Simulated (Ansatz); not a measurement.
# C: the cost of one run

Program: Ansatz 0.2.0. Level of theory: DFT r2SCAN, scalar-relativistic, plane waves, PAW. These are calculated values, not measurements.

A COD entry behind a cell of this session may itself be a prediction, so a difference from it is no test against experiment.

2 further runs of the same task are left out: 2 set aside as unsound or not needed.

## 1. The starting structure

Symmetry: P6_3/mmc, No. 194, hexagonal system. The conventional cell has a = 2.503 Å, b = 2.503 Å, c = 4.169 Å, α = 90.00°, β = 90.00°, γ = 120.00°. C (site symmetry 3m) has 4 C at 1.54 to 1.56 Å as nearest neighbours.

As a file:

```
C
1.0
     2.50319    0.00000    0.00000
    -1.25160    2.16783    0.00000
     0.00000    0.00000    4.16888
C
4
Direct
  0.33333 0.66667 0.06273
  0.66667 0.33333 0.56273
  0.33333 0.66667 0.43727
  0.66667 0.33333 0.93727
```

It is the result of an earlier relaxation at this level (volume 5.66 Å³/atom; gap on the mesh: 3.60 eV).

## 2. The cell scaled to 0.97 of its volume

Contents of input.yaml:

```yaml
crystal:
  lattice:
    - [2.4779069872, 0.0, 0.0]
    - [-1.2389534936, 2.1459303992, 0.0]
    - [0.0, 0.0, 4.126771343]
  atoms:
    - { symbol: C, position: [0.3333333333, 0.6666666667, 0.0627335269] }
    - { symbol: C, position: [0.6666666667, 0.3333333333, 0.5627335269] }
    - { symbol: C, position: [0.3333333333, 0.6666666667, 0.4372664731] }
    - { symbol: C, position: [0.6666666667, 0.3333333333, 0.9372664731] }
basis:
  ecutwfc: 500
kpoints:
  mp_grid: { grid: [12, 12, 6] }
hamiltonian:
  xc: r2scan
scf:
  occupations: { method: gaussian, width: 0.02 }
output:
  forces: true
  stress: true
  eigenvalues: true
relax:
  adjacent_minimum: "off"
  f_tol: 0.01
  max_steps: 30
  cell: { stress_tol: 0.1, fix: [volume] }
```

Launch:

```console
$ ansatz run input.yaml --threads 1 --pin off --max-ram 2560MiB --backend cpu --events-out ev --progress --plain --runs-dir out
```

What time and memory should one allow on 1 thread of AMD EPYC 7R43 (Zen 3), shared host?

About 24 s, with a peak of 0.42 GiB.
